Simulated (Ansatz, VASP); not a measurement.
**One calculation of Os, two programs**

The input INCAR:

```
SYSTEM = Os
PREC = Accurate
ENCUT = 600
EDIFF = 1E-7
ISMEAR = 0
SIGMA = 0.1
LREAL = .FALSE.
LASPH = .TRUE.
NELM = 100
ALGO = Normal
ISIF = 3
LWAVE = .FALSE.
LCHARG = .FALSE.
GGA = PS
IBRION = 2
NSW = 90
EDIFFG = -0.04
```

The input KPOINTS:

```
regular mesh
0
G
  6 6 4
  0 0 0
```

Contents of POSCAR:

```
Os
1.0
    3.5303613409      0.0000000000      0.0000000000
   -1.7651806705      3.0573826058      0.0000000000
    0.0000000000      0.0000000000      4.0053131196
Os
3
Direct
    0.2254000000      0.0000000000      0.3333333333
    0.0000000000      0.2254000000      0.6666666667
    0.7746000000      0.7746000000      0.0000000000
```

Input for Ansatz:

```yaml
crystal:
  lattice:
    - [3.5303613409, 0.0, 0.0]
    - [-1.7651806705, 3.0573826058, 0.0]
    - [0.0, 0.0, 4.0053131196]
  atoms:
    - { symbol: Os, position: [0.2254, 0.0, 0.3333333333] }
    - { symbol: Os, position: [0.0, 0.2254, 0.6666666667] }
    - { symbol: Os, position: [0.7746, 0.7746, 0.0] }
basis:
  ecutwfc: 420
kpoints:
  mp_grid: { grid: [6, 6, 4] }
hamiltonian:
  xc: pbesol
scf:
  occupations: { method: gaussian, width: 0.1 }
  lower_state_search: "off"
output:
  forces: true
  stress: true
  eigenvalues: true
relax:
  adjacent_minimum: "off"
  f_tol: 0.04
  max_steps: 70
  cell: { stress_tol: 0.4 }
```

Alike in both runs: task relaxation of cell and atoms; functional PBEsol; k mesh 6 × 6 × 4; occupations gaussian, width 0.1 eV; no spin polarisation.

```csv
,VASP,Ansatz
version,VASP 6.6.1,Ansatz 0.2.0
potentials or method,"VASP PAW PBE potentials, release 64 (Os)","scalar-relativistic, plane waves, PAW"
plane-wave cutoff (eV),600,420
valence electrons in the cell,24,48
```

Ansatz gave:

```
gap on the k mesh at the Fermi level, each at its own relaxed structure (eV) : none
relaxed volume (Å³/atom)                                                     : 13.96
relaxed cell length with the largest relative difference (Å)                 : 6.575
energy change over the relaxation (meV/atom)                                 : -5207
```

Problem. What did VASP give for the same quantities?

Solution. gap on the k mesh at the Fermi level, each at its own relaxed structure (eV): none; relaxed volume (Å³/atom): 13.96; relaxed cell length with the largest relative difference (Å): 6.572; energy change over the relaxation (meV/atom): -4850.

A gap of «none» marks a metal or a gap that the smearing closes. The two sets of potentials don't hold the same shells in valence.

Caveats: the k mesh is coarse (spacing up to 0.39 Å⁻¹), so the values aren't converged; the bands computed are all filled at some k points, so no gap is given; the PAW data sets were made with another functional, which shifts forces and pressure a little (VASP). The runs have no spin-orbit coupling, so splittings on Os are missing.
